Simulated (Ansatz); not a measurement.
The system is BN.

```
CELL_PARAMETERS angstrom
0.00000 1.81300 1.81300
1.81300 0.00000 1.81300
1.81300 1.81300 0.00000
ATOMIC_POSITIONS crystal
N 0.25000 0.25000 0.25000
B 0.00000 0.00000 0.00000
```

The cell is a database's computed one.

* Program: Ansatz 0.2.0
* Task: relaxation of cell and atoms
* Functional: HF
* Potentials or basis: Ansatz PAW
* Cutoff: 420 eV (not typed: the program's choice for these potentials)
* k mesh: 7 × 7 × 7
* Occupations: fermi-dirac, width 0.05 eV
* Spin: no spin polarisation

At the start: volume 5.96 Å³/atom.

**Question.** How do energy, volume and symmetry change on relaxing?

**Answer.** It ends after 7 steps and the volume is 5.83 Å³/atom (-2.2 %); space group F-43m (No. 216, to 0.05 Å).

Step by step:
```tsv
step	energy change (eV)	largest force (eV/Å)	volume (Å³)
1	0.0000	0.0000	11.92
2	-0.0072	0.0000	11.75
3	-0.0084	0.0000	11.66
4	-0.0084	0.0000	11.66
5	-0.0080	0.0000	11.66
6	-0.0080	0.0000	11.65
7	-0.0080	0.0000	11.65
```

Final structure:
```
N B
1.0
     0.00000    1.79953    1.79953
     1.79953    0.00000    1.79953
     1.79953    1.79953    0.00000
N B
1 1
Direct
  0.25000 0.25000 0.25000
  0.00000 0.00000 0.00000
```

Caveat: the k mesh is coarse (spacing up to 0.43 Å⁻¹), so the values aren't converged, least of all with exact exchange; the plane-wave basis is chosen anew once the cell has moved, so the energies of steps on either side of that aren't comparable; the pressure holds a Pulay correction of +0.4 GPa for the finite cutoff; the PAW data sets come from PBE, with cores solved anew for the run's functional, which leaves a small shift of forces and pressure.
